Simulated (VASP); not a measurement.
# P (P4/mmm) in VASP: single point with r2SCAN

Aim: the single point of P with r2SCAN.

Program: VASP 6.6.1. These are calculated values, not measurements. Logs are shortened: lines on timing, memory, paths and dates and some standing lists are left out, and cuts for length are marked.

**1. The crystal as given**

It takes space group P4/mmm (No. 123, tetragonal). Conventional cell: a = 4.276 Å, b = 4.276 Å, c = 4.381 Å, α = 90.00°, β = 90.00°, γ = 90.00°. P (site symmetry 4/mmm) has 6 P at 4.28 to 4.38 Å as nearest neighbours.

This isn't the form of P at room conditions, which is orthorhombic.

**2. Single point, r2SCAN**

The input, POSCAR:

```
P
1.0
    6.0472448000      0.0000000000      0.0000000000
    0.0000000000      6.0472448000      0.0000000000
    0.0000000000      0.0000000000      4.3812202500
P
2
Direct
    0.7500000000      0.2500000000      0.0000000000
    0.2500000000      0.7500000000      0.0000000000
```

The input, INCAR.step1:

```
SYSTEM = P
PREC = Accurate
ENCUT = 520
ISMEAR = -1
SIGMA = 0.1
LREAL = .FALSE.
LASPH = .TRUE.
NELM = 100
NBANDS = 12
GGA = PE
ALGO = Normal
EDIFF = 1E-4
LWAVE = .TRUE.
LCHARG = .FALSE.
```

The input, INCAR.step2:

```
SYSTEM = P
PREC = Accurate
ENCUT = 520
EDIFF = 1E-7
ISMEAR = -1
SIGMA = 0.1
LREAL = .FALSE.
LASPH = .TRUE.
NELM = 100
ALGO = Normal
ISIF = 2
LWAVE = .FALSE.
LCHARG = .FALSE.
METAGGA = R2SCAN
LMIXTAU = .TRUE.
NBANDS = 12
ISTART = 1
```

The input, KPOINTS:

```
Automatic mesh
0
G
  6 6 8
  0 0 0
```

Potentials or basis: VASP PAW PBE potentials, release 64 (P).

The run is started by

```sh
> cat potpaw_PBE.64/P/POTCAR > POTCAR
> cp INCAR.step1 INCAR
> mpirun -np 1 vasp_std > vasp.out
> cp INCAR.step2 INCAR
> mpirun -np 1 vasp_std > vasp.out
```

OUTCAR:

```text
SYSTEM = P
   PREC = Accurate
   ENCUT = 520
   EDIFF = 1E-7
   ISMEAR = -1
   LREAL = .FALSE.
   LASPH = .TRUE.
   NELM = 100
   ISIF = 2
   METAGGA = R2SCAN
   ISTART = 1

 ion  position               nearest neighbor table
   1  0.750  0.250  0.000-
   2  0.250  0.750  0.000-

  LATTYP: Found a simple tetragonal cell.
 ALAT       =     6.0472448000
 C/A-ratio  =     0.7244985766

  Lattice vectors:

 A1 = (   6.0472448000,   0.0000000000,   0.0000000000)
 A2 = (   0.0000000000,   6.0472448000,   0.0000000000)
 A3 = (   0.0000000000,   0.0000000000,   4.3812202500)

Analysis of symmetry for initial positions (statically):
=====================================================================
 Subroutine PRICEL returns following result:

  LATTYP: Found a simple tetragonal cell.
 ALAT       =     4.2760478056
 C/A-ratio  =     1.0245957130

  Lattice vectors:

 A1 = (   3.0236224000,  -3.0236224000,   0.0000000000)
 A2 = (   3.0236224000,   3.0236224000,   0.0000000000)
 A3 = (   0.0000000000,   0.0000000000,   4.3812202500)

   2 primitive cells build up your supercell.

 Routine SETGRP: Setting up the symmetry group for a
 simple tetragonal supercell.

 Subroutine GETGRP returns: Found 16 space group operations
 (whereof  8 operations were pure point group operations)
 out of a pool of 16 trial point group operations.

The static configuration has the point symmetry D_2h.
 The point group associated with its full space group is D_4h.

Analysis of symmetry for dynamics (positions and initial velocities):
=====================================================================
 Subroutine PRICEL returns following result:

  LATTYP: Found a simple tetragonal cell.
 ALAT       =     4.2760478056
 C/A-ratio  =     1.0245957130

  Lattice vectors:

 A1 = (   3.0236224000,  -3.0236224000,   0.0000000000)
 A2 = (   3.0236224000,   3.0236224000,   0.0000000000)
 A3 = (   0.0000000000,   0.0000000000,   4.3812202500)

   2 primitive cells build up your supercell.

 Routine SETGRP: Setting up the symmetry group for a
 simple tetragonal supercell.

 Subroutine GETGRP returns: Found 16 space group operations
 (whereof  8 operations were pure point group operations)
 out of a pool of 16 trial point group operations.

The dynamic configuration has the point symmetry D_2h.
 The point group associated with its full space group is D_4h.

 Subroutine INISYM returns: Found 16 space group operations
 (whereof  8 operations are pure point group operations),
 and found     2 'primitive' translations

----------------------------------------------------------------------------------------

                                     Primitive cell

  volume of cell :      80.1088

  direct lattice vectors                    reciprocal lattice vectors
     3.023622400 -3.023622400  0.000000000     0.165364564 -0.165364564  0.000000000
     3.023622400  3.023622400  0.000000000     0.165364564  0.165364564  0.000000000
     0.000000000  0.000000000  4.381220250     0.000000000  0.000000000  0.228246914

  length of vectors
     4.276047806  4.276047806  4.381220250     0.233860809  0.233860809  0.228246914

  position of ions in fractional coordinates (direct lattice)
     0.500000000  0.000000000  0.000000000

  ion indices of the primitive-cell ions
   primitive index   ion index
                 1           1

----------------------------------------------------------------------------------------

 KPOINTS: Automatic mesh

Automatic generation of k-mesh.
 Grid dimensions read from file:
 generate k-points for:    6    6    8

 Generating k-lattice:

  Cartesian coordinates                     Fractional coordinates (reciprocal lattice)
     0.027560761  0.000000000  0.000000000     0.166666667  0.000000000  0.000000000
     0.000000000  0.027560761  0.000000000     0.000000000  0.166666667  0.000000000
     0.000000000  0.000000000  0.028530864     0.000000000  0.000000000  0.125000000

  Length of vectors
     0.027560761  0.027560761  0.028530864

  Shift w.r.t. Gamma in fractional coordinates (k-lattice)
     0.000000000  0.000000000  0.000000000

 Subroutine IBZKPT returns following result:
 ===========================================

 Found     50 irreducible k-points:

 Following reciprocal coordinates:
            Coordinates               Weight
  0.000000  0.000000  0.000000      1.000000
  0.166667  0.000000  0.000000      4.000000
  0.333333  0.000000  0.000000      4.000000
  0.500000  0.000000  0.000000      2.000000
  0.166667  0.166667  0.000000      4.000000
  0.333333  0.166667  0.000000      8.000000
[... 16 lines left out ...]
  0.333333  0.000000  0.250000      8.000000
  0.500000  0.000000  0.250000      4.000000
 [... further k-points ...]
   k-points           NKPTS =     50   k-points in BZ     NKDIM =     50   number of bands    NBANDS=     12
   number of dos      NEDOS =    301   number of ions     NIONS =      2
   total plane-waves  NPLWV =  82944
   dimension x,y,z NGX =    48 NGY =   48 NGZ =   36
   dimension x,y,z NGXF=    96 NGYF=   96 NGZF=   72
   ions per type =               2
   NGX,Y,Z   is equivalent  to a cutoff of  13.20, 13.20, 13.66 a.u.
   NGXF,Y,Z  is equivalent  to a cutoff of  26.39, 26.39, 27.32 a.u.
 SYSTEM =  P
   PREC   = accura    normal or accurate (medium, high low for compatibility)
   ISTART =      1    job   : 0-new  1-cont  2-samecut
   ICHARG =      0    charge: 1-file 2-atom 10-const
   ISPIN  =      1    spin polarized calculation?
   LNONCOLLINEAR =      F non collinear calculations
   LSORBIT =      F    spin-orbit coupling
   LASPH  =      T    aspherical Exc in radial PAW
   ENCUT  =  520.0 eV  38.22 Ry    6.18 a.u.  11.24 11.24  8.15*2*pi/ulx,y,z
   NELM   =    100;   NELMIN=  2; NELMDL=  0     # of ELM steps
   EDIFF  = 0.1E-06   stopping-criterion for ELM
   LREAL  =      F    real-space projection
   EDIFFG = 0.1E-05   stopping-criterion for IOM
   NSW    =      0    number of steps for IOM
   IBRION =     -1    ionic relax: 0-MD 1-quasi-New 2-CG
   NFREE  =      0    steps in history (QN), initial steepest desc. (CG)
   ISIF   =      2    stress and relaxation
   ISYM   =      2    0-nonsym 1-usesym 2-fastsym
   POTIM  = 0.5000    time-step for ionic-motion
   TEBEG  =    0.0;   TEEND  =   0.0 temperature during run
   PSTRESS=    0.0 pullay stress
   NELECT =      10.0000    total number of electrons
   NUPDOWN=      -1.0000    fix difference up-down
   EMIN   =  10.00;   EMAX   =-10.00  energy-range for DOS
   EFERMI =   0.00;   METHOD = LEGACY
   ISMEAR =    -1;   SIGMA  =   0.10  broadening in eV -4-tet -1-fermi 0-gaus
   EFERMI_NEDOS =   21; number of points for ismear=-14 and -15
   IALGO  =     38    algorithm
   IMIX   =      4    mixing-type and parameters
     AMIX     =   0.40;   BMIX     =  1.00
     AMIX_MAG =   1.60;   BMIX_MAG =  1.00
  volume/ion in A,a.u.               =      80.11       540.60
  Fermi-wavevector in a.u.,A,eV,Ry     =   0.649389  1.227167  5.737655  0.421706
  Thomas-Fermi vector in A             =   1.718329
   LORBIT       =      0    0 simple, 1 ext, 2 COOP (PROOUT), +10 PAW based schemes
   METAGGA = R2SCAN    functional components
   LHFCALC =     F    Hartree Fock is set to
   AEXX    =    0.0000 exact exchange contribution
   IVDW    =     0    specifies the selected vdW correction
   LEPSILON=     F    determine dielectric tensor
   LRPA    =     F    only Hartree local field effects (RPA)
 non-spin polarized calculation
  energy-cutoff  :      520.00
  volume of cell :      160.22
 maximum number of plane-waves:      4352
 NGX is ok and might be reduce to    48
   NGX = 23   NGY = 23   NGZ = 17

 number of electron       9.9999999 magnetization

 Free energy of the ion-electron system (eV)
  ---------------------------------------------------
  ext. energy  EPLUGINS =         0.00000000
  ---------------------------------------------------
  free energy    TOTEN  =        -8.71860599 eV

  energy without entropy =       -8.49076957  energy(sigma->0) =       -8.60468778

 E-fermi :  -3.2231     XC(G=0):  -5.1824

 val. band max:       -3.2257253309   @ k =   0.5000   0.3333   0.2500
 cond. band min:      -3.2229488659   @ k =   0.3333   0.1667   0.0000
 fundamental gap:      0.0027764650
 Fermi energy:        -3.2230630063

 k-point     1 :       0.0000    0.0000    0.0000
  band No.  band energies     occupation
      1     -12.4136      2.00000
      2     -12.0581      2.00000
      3      -3.7821      1.99256
      4      -3.7821      1.99256
      5      -2.7680      0.02090
      6      -2.6529      0.00666
      7      -2.6529      0.00666
      8      -2.4670      0.00104
      9       1.8019      0.00000
     10       2.9426      0.00000
     11       4.8239      0.00000
     12       4.9093      0.00000

 k-point     2 :       0.1667    0.0000    0.0000
  band No.  band energies     occupation
      1     -12.3903      2.00000
      2     -12.0823      2.00000
      3      -3.7439      1.98911
      4      -3.7202      1.98623
      5      -2.7854      0.02482
      6      -2.7476      0.01708
      7      -2.7476      0.01708
      8      -2.4868      0.00127
      9       2.0378      0.00000
     10       3.1318      0.00000
     11       4.9479      0.00000
     12       5.1059      0.00000

 k-point     3 :       0.3333    0.0000    0.0000
  band No.  band energies     occupation
      1     -12.3260      2.00000
      2     -12.1482      2.00000
      3      -3.6183      1.96232
      4      -3.5435      1.92203
      5      -3.0844      0.39982
      6      -2.9879      0.17382
      7      -2.6920      0.00983
      8      -2.5412      0.00219
      9       2.6162      0.00000
     10       3.4947      0.00000
     11       4.9079      0.00000
     12       5.2221      0.00000
[... 286 lines left out ...]
 k-point    23 :       0.3333    0.0000    0.2500
  band No.  band energies     occupation
      1     -12.2549      2.00000
      2     -12.0820      2.00000
      3      -3.5163      1.89887
      4      -3.4472      1.80780
      5      -3.3683      1.62087
      6      -3.1196      0.52438
      7      -2.9801      0.16195
      8      -2.9110      0.08453
      9       3.2704      0.00000
     10       3.7247      0.00000
     11       5.1470      0.00000
     12       5.4539      0.00000

 k-point    24 :       0.5000    0.0000    0.2500
  band No.  band energies     occupation
      1     -12.1689      2.00000
      2     -12.1689      2.00000
      3      -3.3293      1.48639
      4      -3.3293      1.48639
      5      -3.1975      0.87299
      6      -3.1975      0.87299
      7      -3.1934      0.85261
      8      -3.1934      0.85261
      9       3.6299      0.00000
     10       3.6299      0.00000
     11       5.7223      0.00000
     12       5.7223      0.00000

 [... further k-points ...]

------------------------ aborting loop because EDIFF is reached ----------------------------------------

  FORCE on cell =-STRESS in cart. coord.  units (eV):
  Direction    XX          YY          ZZ          XY          YZ          ZX
  --------------------------------------------------------------------------------------
  -------------------------------------------------------------------------------------
  Total       -3.9666175     -3.9666175     -3.4935451      0.0000000      0.0000000      0.0000000
  in kB      -39.6662117    -39.6662117    -34.9354831      0.0000000      0.0000000      0.0000000
  external PRESSURE =     -38.0893021 kB  Pullay stress =       0.0000000 kB

 VOLUME and BASIS-vectors are now :
 -----------------------------------------------------------------------------
  energy-cutoff  :      520.00
  volume of cell :      160.22
      direct lattice vectors                 reciprocal lattice vectors
     6.047244800  0.000000000  0.000000000     0.165364564  0.000000000  0.000000000
     0.000000000  6.047244800  0.000000000     0.000000000  0.165364564  0.000000000
     0.000000000  0.000000000  4.381220250     0.000000000  0.000000000  0.228246914

 POSITION                                       TOTAL-FORCE (eV/Angst)
 -----------------------------------------------------------------------------------
      4.53543      1.51181      0.00000        -0.000000     -0.000000      0.000000
      1.51181      4.53543      0.00000         0.000000      0.000000     -0.000000
 -----------------------------------------------------------------------------------
    total drift:                               -0.000000     -0.000000     -0.000000

  FREE ENERGIE OF THE ION-ELECTRON SYSTEM (eV)
  ---------------------------------------------------
  free  energy   TOTEN  =        -8.7186059902 eV

  energy  without entropy=       -8.4907695726  energy(sigma->0) =       -8.60468778
```

Wall time 4 min (1 thread of AMD EPYC 9R45 (Zen 5), shared host); peak memory 0.3 GiB.

What came out:

```
Free energy            : -8.7186 eV
Pressure               : -3.8 GPa
Band gap on the k mesh : none (metal or under the smearing width)
```

Caveat: the PAW data sets were made with another functional, which shifts forces and pressure a little.
